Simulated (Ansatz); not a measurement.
# Li2Se (antifluorite): G0W0 against its settings

Li2Se built on the antifluorite prototype, relaxed with r2SCAN; one-shot G0W0 in Ansatz without spin-orbit coupling. (Simulation; spin polarisation is off.)

```
Se Li
1.0
     0.00000    2.99352    2.99352
     2.99352    0.00000    2.99352
     2.99352    2.99352    0.00000
Se Li
1 2
Cartesian
  0.0000 0.0000 0.0000
  1.4968 1.4968 1.4968
  4.4903 4.4903 4.4903
```

Gaps are read over the mesh points alone. G0W0 values are finite-basis, finite-mesh values.
```csv
start,potentials,frequency model,mesh,empty bands,screening cutoff (eV),Kohn-Sham gap (eV),G0W0 gap (eV),rough cost
PBE,PAW,contour deformation,4×4×4,87,80,2.97,4.23,7 core-seconds
PBE,PAW,contour deformation,4×4×4,201,140,2.97,4.42,28 core-seconds
PBE,PAW,contour deformation,4×4×4,370,210,2.97,4.51,100 core-seconds
PBE,PAW,contour deformation,6×6×6,87,80,2.97,4.25,30 core-seconds
PBE,PAW,Godby-Needs pole,4×4×4,201,140,2.97,4.38,29 core-seconds
PBE,norm-conserving,contour deformation,4×4×4,201,140,2.97,4.40,40 core-seconds
HSE06,PAW,contour deformation,4×4×4,201,140,3.82,4.84,80 core-seconds
LDA,PAW,contour deformation,4×4×4,201,140,2.80,4.32,25 core-seconds
r2SCAN,PAW,contour deformation,4×4×4,201,140,3.47,4.69,30 core-seconds
```

G0W0 moves the gap on the mesh from 2.97 eV (PBE) to 4.51 eV (Γ to X). Renormalisation factors Z lie between 0.76 and 0.81.

Raising bands and cutoff together moves the gap by +0.19 eV (80 to 140 eV), then +0.09 eV (140 to 210 eV); the last step is still large, so the basis limit isn't reached. A 6×6×6 mesh in place of 4×4×4 changes the opening over PBE by +0.01 eV (the gap on the mesh by +0.02 eV). The Godby-Needs plasmon pole differs from contour deformation by -0.04 eV. Norm-conserving potentials (wave cutoff 1170 eV against 420 eV) shift the quasiparticle gap by -0.02 eV and the PBE gap by 0.00 eV. Starting from HSE06 (3.82 eV against PBE's 2.97 eV) gives 4.84 eV, +0.42 eV from G0W0@PBE at the same screening cutoff. Starting from LDA (2.80 eV against PBE's 2.97 eV) gives 4.32 eV, -0.10 eV from G0W0@PBE at the same screening cutoff. Starting from r2SCAN (3.47 eV against PBE's 2.97 eV) gives 4.69 eV, +0.27 eV from G0W0@PBE at the same screening cutoff. r2SCAN runs take a wave cutoff of 500 eV.
